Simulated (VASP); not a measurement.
# PtSe (Fm-3m) in VASP: electric field gradients with PBE

Aim: the electric field gradients of PtSe with PBE.

Program: VASP 6.6.1. These are calculated values, not measurements. Logs are shortened: lines on timing, memory, paths and dates and some standing lists are left out, and cuts for length are marked.

## (1) The structure

Symmetry: Fm-3m, No. 225, cubic system. The conventional cell has a = 5.288 Å, b = 5.288 Å, c = 5.288 Å, α = 90.00°, β = 90.00°, γ = 90.00°. Around Pt (site symmetry m-3m) lie 6 Se at 2.64 Å. Se (site symmetry m-3m) has 6 Pt at 2.64 Å as nearest neighbours.

The cell comes from a database or a generator and needn't be the stable form of this composition.

## (2) Electric field gradients, PBE

Contents of INCAR:

```
SYSTEM = PtSe
PREC = Accurate
ENCUT = 520
EDIFF = 1E-8
ISMEAR = -1
SIGMA = 0.03
LREAL = .FALSE.
LASPH = .TRUE.
NELM = 100
ALGO = Normal
ISIF = 2
LWAVE = .FALSE.
LCHARG = .FALSE.
GGA = PE
LEFG = .TRUE.
NBANDS = 15
```

Contents of KPOINTS:

```
Automatic mesh
0
G
  11 11 11
  0 0 0
```

Contents of POSCAR:

```
PtSe
1.0
    0.0000000000      2.6439660098      2.6439660098
    2.6439660098      0.0000000000      2.6439660098
    2.6439660098      2.6439660098      0.0000000000
Pt Se
1 1
Direct
    0.0000000000      0.0000000000      0.0000000000
    0.5000000000      0.5000000000      0.5000000000
```

Potentials or basis: VASP PAW PBE potentials, release 64 (Pt, Se).

Launch:

```console
$ cat potpaw_PBE.64/Pt/POTCAR potpaw_PBE.64/Se/POTCAR > POTCAR
$ mpirun -np 1 vasp_std > vasp.out
```

OUTCAR:

```text
SYSTEM = PtSe
   PREC = Accurate
   ENCUT = 520
   EDIFF = 1E-8
   ISMEAR = -1
   LREAL = .FALSE.
   LASPH = .TRUE.
   NELM = 100
   ISIF = 2
   GGA = PE

 ion  position               nearest neighbor table
   1  0.000  0.000  0.000-   2 2.64   2 2.64   2 2.64   2 2.64   2 2.64   2 2.64
   2  0.500  0.500  0.500-   1 2.64   1 2.64   1 2.64   1 2.64   1 2.64   1 2.64

  LATTYP: Found a face centered cubic cell.
 ALAT       =     5.2879320196

  Lattice vectors:

 A1 = (   0.0000000000,   2.6439660098,   2.6439660098)
 A2 = (   2.6439660098,   0.0000000000,   2.6439660098)
 A3 = (   2.6439660098,   2.6439660098,   0.0000000000)

Analysis of symmetry for initial positions (statically):
=====================================================================
 Subroutine PRICEL returns:
 Original cell was already a primitive cell.

 Routine SETGRP: Setting up the symmetry group for a
 face centered cubic supercell.

 Subroutine GETGRP returns: Found 48 space group operations
 (whereof 48 operations were pure point group operations)
 out of a pool of 48 trial point group operations.

The static configuration has the point symmetry O_h .

Analysis of symmetry for dynamics (positions and initial velocities):
=====================================================================
 Subroutine PRICEL returns:
 Original cell was already a primitive cell.

 Routine SETGRP: Setting up the symmetry group for a
 face centered cubic supercell.

 Subroutine GETGRP returns: Found 48 space group operations
 (whereof 48 operations were pure point group operations)
 out of a pool of 48 trial point group operations.

The dynamic configuration has the point symmetry O_h .

 Subroutine INISYM returns: Found 48 space group operations
 (whereof 48 operations are pure point group operations),
 and found     1 'primitive' translations

----------------------------------------------------------------------------------------

                                     Primitive cell

  volume of cell :      36.9656

  direct lattice vectors                    reciprocal lattice vectors
     0.000000000  2.643966010  2.643966010    -0.189109844  0.189109844  0.189109844
     2.643966010  0.000000000  2.643966010     0.189109844 -0.189109844  0.189109844
     2.643966010  2.643966010  0.000000000     0.189109844  0.189109844 -0.189109844

[... 136 lines left out ...]
 Fermi energy:         7.4495803344

 k-point     1 :       0.0000    0.0000    0.0000
  band No.  band energies     occupation
      1      -7.7193      2.00000
      2       4.3812      2.00000
      3       4.3812      2.00000
      4       4.3812      2.00000
      5       4.3926      2.00000
      6       4.3926      2.00000
      7       6.0450      2.00000
      8       6.0450      2.00000
      9       6.0450      2.00000
     10       8.8281      0.00000
     11      17.3238      0.00000
     12      18.9580      0.00000
     13      18.9580      0.00000
     14      18.9580      0.00000
[... 401 lines left out ...]
      2       1.4952      2.00000
      3       2.4975      2.00000
      4       3.1138      2.00000
      5       4.7963      2.00000
      6       5.0909      2.00000
      7       5.8830      2.00000
      8       6.6564      2.00000
      9       9.6359      0.00000
     10      12.7819      0.00000
     11      14.3935      0.00000
     12      15.3432      0.00000
     13      15.6306      0.00000
     14      18.9598      0.00000
     15      21.4788      0.00000

 [... further k-points ...]

------------------------ aborting loop because EDIFF is reached ----------------------------------------

  FORCE on cell =-STRESS in cart. coord.  units (eV):
  Direction    XX          YY          ZZ          XY          YZ          ZX
  --------------------------------------------------------------------------------------
  -------------------------------------------------------------------------------------
  Total       -0.0120128     -0.0120128     -0.0120128      0.0000000     -0.0000000      0.0000000
  in kB       -0.5206617     -0.5206617     -0.5206617      0.0000000     -0.0000000      0.0000000
  external PRESSURE =      -0.5206617 kB  Pullay stress =       0.0000000 kB

 VOLUME and BASIS-vectors are now :
 -----------------------------------------------------------------------------
  energy-cutoff  :      520.00
  volume of cell :       36.97
      direct lattice vectors                 reciprocal lattice vectors
     0.000000000  2.643966010  2.643966010    -0.189109844  0.189109844  0.189109844
     2.643966010  0.000000000  2.643966010     0.189109844 -0.189109844  0.189109844
     2.643966010  2.643966010  0.000000000     0.189109844  0.189109844 -0.189109844

 POSITION                                       TOTAL-FORCE (eV/Angst)
 -----------------------------------------------------------------------------------
      0.00000      0.00000      0.00000         0.000000     -0.000000      0.000000
      2.64397      2.64397      2.64397        -0.000000      0.000000     -0.000000
 -----------------------------------------------------------------------------------
    total drift:                               -0.000000      0.000000      0.000000

  FREE ENERGIE OF THE ION-ELECTRON SYSTEM (eV)
  ---------------------------------------------------
  free  energy   TOTEN  =        -9.6347761466 eV

  energy  without entropy=       -9.6316826760  energy(sigma->0) =       -9.63322941

 Electric field gradients (V/A^2)
---------------------------------------------------------------------
 ion       V_xx      V_yy      V_zz      V_xy      V_xz      V_yz
---------------------------------------------------------------------
   1      -0.000    -0.000    -0.000    -0.000    -0.000    -0.000
   2      -0.000    -0.000     0.000    -0.000    -0.000    -0.000
---------------------------------------------------------------------

 Electric field gradients after diagonalization (V/A^2)
 (convention: |V_zz| > |V_xx| > |V_yy|)
----------------------------------------------------------------------
 ion       V_xx      V_yy      V_zz     asymmetry (V_yy - V_xx)/ V_zz
----------------------------------------------------------------------
   1       0.000     0.000    -0.000       0.000
   2       0.000     0.000    -0.000       0.000
----------------------------------------------------------------------

           NMR quadrupolar parameters

 Cq : quadrupolar parameter    Cq=e*Q*V_zz/h
 eta: asymmetry parameters     (V_yy - V_xx)/ V_zz
 Q  : nuclear electric quadrupole moment in mb (millibarn)
----------------------------------------------------------------------
 ion       Cq(MHz)       eta       Q (mb)
----------------------------------------------------------------------
   1      -0.000       0.000       1.000
   2      -0.000       0.000       1.000
----------------------------------------------------------------------
```

OSZICAR:

```text
N       E                     dE             d eps       ncg     rms          rms(c)
DAV:   1     0.696790755053E+02    0.69679E+02   -0.72846E+03  1736   0.951E+02
DAV:   2    -0.770366582013E+01   -0.77383E+02   -0.69941E+02  2114   0.191E+02
DAV:   3    -0.980474443248E+01   -0.21011E+01   -0.20893E+01  2072   0.314E+01
DAV:   4    -0.981557493458E+01   -0.10831E-01   -0.10830E-01  2051   0.251E+00
DAV:   5    -0.981569185934E+01   -0.11692E-03   -0.11692E-03  2212   0.271E-01    0.925E+00
DAV:   6    -0.965226965996E+01    0.16342E+00   -0.59993E-01  1827   0.686E+00    0.553E+00
DAV:   7    -0.963679348702E+01    0.15476E-01   -0.38949E-02  1855   0.196E+00    0.297E+00
DAV:   8    -0.963501040267E+01    0.17831E-02   -0.15528E-02  2059   0.998E-01    0.236E-01
DAV:   9    -0.963478662791E+01    0.22377E-03   -0.75392E-04  2030   0.203E-01    0.770E-02
DAV:  10    -0.963477401300E+01    0.12615E-04   -0.23008E-04  2100   0.120E-01    0.170E-02
DAV:  11    -0.963477646735E+01   -0.24543E-05   -0.40051E-06  2030   0.176E-02    0.522E-03
DAV:  12    -0.963477614550E+01    0.32185E-06   -0.11306E-06  2030   0.858E-03    0.771E-04
DAV:  13    -0.963477614956E+01   -0.40573E-08   -0.12440E-07  2065   0.232E-03    0.553E-04
DAV:  14    -0.963477613281E+01    0.16749E-07   -0.76524E-09  1499   0.613E-04    0.338E-04
DAV:  15    -0.963477614702E+01   -0.14210E-07   -0.14886E-09  1029   0.277E-04    0.720E-05
DAV:  16    -0.963477614658E+01    0.43838E-09   -0.13300E-10   966   0.858E-05
   1 F= -.96347761E+01 E0= -.96332294E+01  d E =-.309347E-02
```

It took 32 s on 1 thread of Intel Xeon Platinum 8375C at 2.90GHz (Ice Lake), shared host; peak memory 0.17 GiB.

Results:

- Free energy: -9.6348 eV
- Pressure: -0.1 GPa
- Band gap on the k mesh: none (metal or under the smearing width)

Electric field gradients, principal values (V/Å²):
```csv
atom,Vxx,Vyy,Vzz
1 Pt,0.000,0.000,0.000
2 Se,0.000,0.000,0.000
```

Spin-orbit coupling is left out, which matters for the levels of Pt.
